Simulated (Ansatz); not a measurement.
Crystal: Cu.

```xyz
1
Lattice="-1.4428 1.4428 1.3761 1.4428 -1.4428 1.3761 1.4428 1.4428 -1.3761" Properties=species:S:1:pos:R:3 pbc="T T T"
Cu    0.0000    0.0000    0.0000
```

This isn't the form of Cu at room conditions, which is fcc.

Base run:

- Program: Ansatz 0.2.0
- Functional: revPBE
- Potentials or basis: Ansatz PAW
- Cutoff: 420 eV (not typed: the program's choice for these potentials)
- k mesh: 13 × 13 × 13
- Occupations: fermi-dirac, width 0.05 eV
- Spin: no spin polarisation

Its results: band gap on the k mesh none (metal or under the smearing width); pressure 11.0 GPa.

Task: After a change of settings the same cell gave: band gap on the k mesh none (metal or under the smearing width); pressure 12.5 GPa. Which change was it?
A. functional from revPBE to BLYP
B. functional from revPBE to LDA
C. functional from revPBE to r2SCAN; cutoff from 420 eV (not typed: the program's choice for these potentials) to 500 eV (not typed: the program's choice for these potentials)
D. functional from revPBE to RPBE

Result: D.

Caveats: the PAW data sets come from PBE, with cores solved anew for the run's functional, which leaves a small shift of forces and pressure.

Runs at the PBE level aren't shown here.
